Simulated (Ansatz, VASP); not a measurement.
**One calculation of C, two programs**

```
CELL_PARAMETERS angstrom
0.00000 1.76573 1.76573
1.76573 0.00000 1.76573
1.76573 1.76573 0.00000
ATOMIC_POSITIONS crystal
C 0.50000 0.50000 0.50000
C 0.75000 0.75000 0.75000
```

Alike in both runs: functional LDA; k mesh 12 × 12 × 12; occupations gaussian, width 0.02 eV; no spin polarisation.

Ansatz relaxed the structure, and its values are those at the end. VASP's run is a single point on that final structure, the one shown.

```csv
,VASP,Ansatz
version,VASP 6.6.1,Ansatz 0.2.0
potentials or method,"VASP PAW LDA potentials, release 64 (C)","scalar-relativistic, plane waves, PAW"
plane-wave cutoff (eV),520,420
valence electrons in the cell,8,8
```

Ansatz gave:

```
gap on the k mesh at the Fermi level (eV) : 4.20
least direct gap on the mesh (eV)         : 5.62
pressure (GPa)                            : 0.0
```

Q: Which values does VASP return?

A: gap on the k mesh at the Fermi level (eV): 4.20; least direct gap on the mesh (eV): 5.63; pressure (GPa): 1.7.

Ansatz warned: «pseudo_functional_mismatch».
